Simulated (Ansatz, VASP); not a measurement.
# SnH5: VASP beside Ansatz

```xyz
6
Lattice="3.1366 0.0000 0.0000 -1.5683 2.7164 0.0000 0.0000 0.0000 5.9783" Properties=species:S:1:pos:R:3 pbc="T T T"
Sn    0.0000    0.0000    2.9891
H     0.0000    0.0000    1.0464
H     0.0000    0.0000    4.9319
H     0.0000    0.0000    0.0000
H     0.0000    1.8109    0.0000
H     1.5683    0.9055    0.0000
```

Alike in both runs: functional PBE; k mesh 6 × 6 × 4; occupations gaussian, width 0.1 eV; no spin polarisation.

Ansatz relaxed the structure, and its values are those at the end. VASP's run is a single point on that final structure, the one shown.

```csv
,VASP,Ansatz
version,VASP 6.6.1,Ansatz 0.2.0
potentials or method,"VASP PAW PBE potentials, release 64 (Sn_d, H)","scalar-relativistic, plane waves, PAW"
plane-wave cutoff (eV),520,420
valence electrons in the cell,19,19
```

```tsv
	VASP	Ansatz	Ansatz less VASP
gap on the k mesh at the Fermi level (eV)	none	none	-
pressure (GPa)	-0.4	-0.2	+0.16
rms of the force components (eV/Å)	0.001	0.004	+0.0028
```

A gap of «none» marks a metal or a gap that the smearing closes.

Caveats: the k mesh is coarse (spacing up to 0.39 Å⁻¹), so the values aren't converged.
